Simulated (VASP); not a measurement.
# Sb (I4/mmm) in VASP: a series of runs

One crystal, Sb, is run at these levels: r2SCAN; tasks: single point.

All numbers are computed with VASP 6.6.1; they aren't measurements. Logs are shortened: lines on timing, memory, paths and dates and some standing lists are left out, and cuts for length are marked.

## (1) The structure

The structure is tetragonal, space group I4/mmm (No. 139). The conventional cell has a = 3.153 Å, b = 3.153 Å, c = 5.424 Å, α = 90.00°, β = 90.00°, γ = 90.00°. Sb (site symmetry 4/mmm) is surrounded by 12 Sb at 3.15 to 3.51 Å.

This isn't the form of Sb at room conditions, which is rhombohedral.

## (2) Single point, r2SCAN

The input, INCAR:

```
ADDGRID = False
ALGO = Normal
EDIFF = 1E-4
ENCUT = 400
ISIF = 2
ISMEAR = 0
LASPH = True
LCHARG = False
LMIXTAU = True
LREAL = Auto
LWAVE = False
METAGGA = R2SCAN
NBANDS = 8
NELM = 100
PREC = Normal
SIGMA = 0.05
```

The input, KPOINTS:

```
k-points
0
Gamma
  5 5 5
```

The input, POSCAR:

```
Sb
1.0
   -1.5638750000      1.6131910000      2.7402030000
    1.6104090000     -1.5604430000      2.7365900000
    1.5281950000      1.5247630000     -2.7095380000
Sb
1
Direct
    0.0004760000      0.0218010000      0.0165680000
```

Potentials or basis: VASP PAW PBE potentials, release 64 (Sb).

Command:

```console
$ cat potpaw_PBE.64/Sb/POTCAR > POTCAR
$ mpirun -np 1 vasp_std > vasp.out
```

OUTCAR:

```text
EDIFF = 1E-4
   ENCUT = 400
   ISIF = 2
   ISMEAR = 0
   LASPH = True
   LREAL = Auto
   METAGGA = R2SCAN
   NELM = 100
   PREC = Normal

 Found     63 irreducible k-points:

 Following reciprocal coordinates:
            Coordinates               Weight
  0.000000  0.000000  0.000000      1.000000
  0.200000  0.000000 -0.000000      2.000000
  0.400000  0.000000 -0.000000      2.000000
  0.000000  0.200000  0.000000      2.000000
  0.200000  0.200000 -0.000000      2.000000
  0.400000  0.200000 -0.000000      2.000000
   k-points           NKPTS =     63   k-points in BZ     NKDIM =     63   number of bands    NBANDS=      8
   number of dos      NEDOS =    301   number of ions     NIONS =      1
   total plane-waves  NPLWV =   5832
   dimension x,y,z NGX =    18 NGY =   18 NGZ =   18
   dimension x,y,z NGXF=    36 NGYF=   36 NGZF=   36
   ions per type =               1
   NGX,Y,Z   is equivalent  to a cutoff of   8.44,  8.46,  8.64 a.u.
   NGXF,Y,Z  is equivalent  to a cutoff of  16.89, 16.92, 17.28 a.u.
 SYSTEM =  unknown system
   PREC   = normal    normal or accurate (medium, high low for compatibility)
   ISTART =      0    job   : 0-new  1-cont  2-samecut
   ICHARG =      2    charge: 1-file 2-atom 10-const
   ISPIN  =      1    spin polarized calculation?
   LNONCOLLINEAR =      F non collinear calculations
   LSORBIT =      F    spin-orbit coupling
   LASPH  =      T    aspherical Exc in radial PAW
   ENCUT  =  400.0 eV  29.40 Ry    5.42 a.u.   5.78  5.77  5.65*2*pi/ulx,y,z
   NELM   =    100;   NELMIN=  2; NELMDL= -5     # of ELM steps
   EDIFF  = 0.1E-03   stopping-criterion for ELM
   LREAL  =      T    real-space projection
   EDIFFG = 0.1E-02   stopping-criterion for IOM
   NSW    =      0    number of steps for IOM
   IBRION =     -1    ionic relax: 0-MD 1-quasi-New 2-CG
   NFREE  =      0    steps in history (QN), initial steepest desc. (CG)
   ISIF   =      2    stress and relaxation
   ISYM   =      2    0-nonsym 1-usesym 2-fastsym
   POTIM  = 0.5000    time-step for ionic-motion
   TEBEG  =    0.0;   TEEND  =   0.0 temperature during run
   PSTRESS=    0.0 pullay stress
   NELECT =       5.0000    total number of electrons
   NUPDOWN=      -1.0000    fix difference up-down
   EMIN   =  10.00;   EMAX   =-10.00  energy-range for DOS
   EFERMI =   0.00;   METHOD = LEGACY
   ISMEAR =     0;   SIGMA  =   0.05  broadening in eV -4-tet -1-fermi 0-gaus
   EFERMI_NEDOS =   21; number of points for ismear=-14 and -15
   IALGO  =     38    algorithm
   IMIX   =      4    mixing-type and parameters
     AMIX     =   0.40;   BMIX     =  1.00
     AMIX_MAG =   1.60;   BMIX_MAG =  1.00
  volume/ion in A,a.u.               =      26.96       181.95
  Fermi-wavevector in a.u.,A,eV,Ry     =   0.933573  1.764197 11.858272  0.871558
  Thomas-Fermi vector in A             =   2.060288
   LORBIT       =      0    0 simple, 1 ext, 2 COOP (PROOUT), +10 PAW based schemes
   METAGGA = R2SCAN    functional components
   LHFCALC =     F    Hartree Fock is set to
   AEXX    =    0.0000 exact exchange contribution
   IVDW    =     0    specifies the selected vdW correction
   LEPSILON=     F    determine dielectric tensor
   LRPA    =     F    only Hartree local field effects (RPA)
 non-spin polarized calculation
 Gauss-broadening in eV      SIGMA  =   0.05
  energy-cutoff  :      400.00
  volume of cell :       26.96
 maximum number of plane-waves:       498
   NGX = 11   NGY = 11   NGZ = 11

 number of electron       4.9999999 magnetization

 Free energy of the ion-electron system (eV)
  ---------------------------------------------------
  ext. energy  EPLUGINS =         0.00000000
  ---------------------------------------------------
  free energy    TOTEN  =       -25.19823566 eV

  energy without entropy =      -25.19765815  energy(sigma->0) =      -25.19794691

 E-fermi :   8.5332     XC(G=0): -10.7872

 val. band max:        8.5068569770   @ k =   0.4000   0.4000   0.2000
 cond. band min:       8.5975278393   @ k =   0.2000   0.2000  -0.0000
 fundamental gap:      0.0906708623
 Fermi energy:         8.5332356646

 k-point     1 :       0.0000    0.0000    0.0000
  band No.  band energies     occupation
      1      -5.1456      2.00000
      2      13.1609      0.00000
      3      14.1877      0.00000
      4      14.2340      0.00000
      5      18.0900      0.00000
      6      19.3336      0.00000
      7      19.7339      0.00000
      8      19.9656      0.00000

 k-point     2 :       0.2000    0.0000   -0.0000
  band No.  band energies     occupation
      1      -4.3156      2.00000
      2       9.0885      0.00000
      3      12.0718      0.00000
      4      14.1543      0.00000
      5      16.6988      0.00000
      6      18.5864      0.00000
      7      20.8824      0.00000
      8      21.1547      0.00000

 k-point     3 :       0.4000    0.0000   -0.0000
  band No.  band energies     occupation
      1      -2.0244      2.00000
      2       3.5789      2.00000
      3      10.5966      0.00000
      4      14.2901      0.00000
      5      15.2603      0.00000
      6      18.9287      0.00000
      7      20.1116      0.00000
      8      20.9553      0.00000

 k-point     4 :       0.0000    0.2000    0.0000
  band No.  band energies     occupation
      1      -4.3140      2.00000
      2       9.1021      0.00000
      3      12.0518      0.00000
      4      14.1516      0.00000
      5      16.6757      0.00000
      6      18.5851      0.00000
      7      20.8745      0.00000
      8      21.1774      0.00000

 k-point     5 :       0.2000    0.2000   -0.0000
  band No.  band energies     occupation
      1      -3.1056      2.00000
      2       7.9535      2.00000
      3       8.5975      0.06899
      4      11.2911      0.00000
      5      17.6209      0.00000
      6      18.7682      0.00000
      7      20.1605      0.00000
      8      22.0222      0.00000

 k-point     6 :       0.4000    0.2000   -0.0000
  band No.  band energies     occupation
      1      -0.7353      2.00000
      2       3.4786      2.00000
      3       8.7042      0.00000
      4      10.3440      0.00000
      5      15.8547      0.00000
      6      17.9284      0.00000
      7      22.2243      0.00000
      8      22.7520      0.00000

 [... further k-points ...]

------------------------ aborting loop because EDIFF is reached ----------------------------------------

  FORCE on cell =-STRESS in cart. coord.  units (eV):
  Direction    XX          YY          ZZ          XY          YZ          ZX
  --------------------------------------------------------------------------------------
  -------------------------------------------------------------------------------------
  Total        0.1395922      0.1587462      0.1247388     -0.2060707      0.3154768      0.3119462
  in kB        8.2951066      9.4333117      7.4124580    -12.2455125     18.7468446     18.5370476
  external PRESSURE =       8.3802921 kB  Pullay stress =       0.0000000 kB

 VOLUME and BASIS-vectors are now :
 -----------------------------------------------------------------------------
  energy-cutoff  :      400.00
  volume of cell :       26.96
      direct lattice vectors                 reciprocal lattice vectors
    -1.563875000  1.613191000  2.740203000     0.002055809  0.316948054  0.179518554
     1.610409000 -1.560443000  2.736590000     0.317083613  0.001847581  0.179876686
     1.528195000  1.524763000 -2.709538000     0.322328449  0.322401118 -0.005843793

 POSITION                                       TOTAL-FORCE (eV/Angst)
 -----------------------------------------------------------------------------------
      0.05968     -0.00799      0.01607         0.000000     -0.000000      0.000000
 -----------------------------------------------------------------------------------
    total drift:                                0.000000     -0.000000      0.000001

  FREE ENERGIE OF THE ION-ELECTRON SYSTEM (eV)
  ---------------------------------------------------
  free  energy   TOTEN  =       -25.1982356579 eV

  energy  without entropy=      -25.1976581539  energy(sigma->0) =      -25.19794691
```

Wall time 20 s (1 thread of Intel Xeon Platinum 8375C at 2.90GHz (Ice Lake), shared host); peak memory 0.11 GiB.

These settings aren't checked as converged: the numbers below hold their error.

Results:

* Free energy: -25.1982 eV
* Pressure: 0.8 GPa
* Band gap on the k mesh: none (metal or under the smearing width)

Caveat: the k mesh is coarse (spacing up to 0.57 Å⁻¹), so the values aren't converged; the PAW data sets were made with another functional, which shifts forces and pressure a little.

## (3) Single point, r2SCAN

The input, INCAR:

```
ADDGRID = False
ALGO = Normal
EDIFF = 1E-6
ENCUT = 300
ISIF = 2
ISMEAR = 0
LASPH = True
LCHARG = False
LMIXTAU = True
LREAL = False
LWAVE = False
METAGGA = R2SCAN
NBANDS = 8
NELM = 100
PREC = Accurate
SIGMA = 0.05
```

The input, KPOINTS:

```
k-points
0
Gamma
  6 6 6
```

The input, POSCAR:

```
Sb
1.0
   -1.5765401831      1.5765401831      2.7119384313
    1.5765401831     -1.5765401831      2.7119384313
    1.5765401831      1.5765401831     -2.7119384313
Sb
1
Direct
    0.0000000000      0.0000000000      0.0000000000
```

Potentials or basis: VASP PAW PBE potentials, release 64 (Sb).

Command:

```console
$ cat potpaw_PBE.64/Sb/POTCAR > POTCAR
$ mpirun -np 1 vasp_std > vasp.out
```

Run time: 14 s. Hardware: 1 thread of Intel Xeon Platinum 8375C at 2.90GHz (Ice Lake), shared host; peak memory 0.12 GiB.

These settings aren't checked as converged: the numbers below hold their error.

What came out:

| Item | Value |
| --- | --- |
| Free energy | -25.3232 eV |
| Pressure | 0.8 GPa |
| Band gap on the k mesh | none (metal or under the smearing width) |

Caveat: the k mesh is coarse (spacing up to 0.47 Å⁻¹), so the values aren't converged; the PAW data sets were made with another functional, which shifts forces and pressure a little.

(Continued in part 2 of 2.)
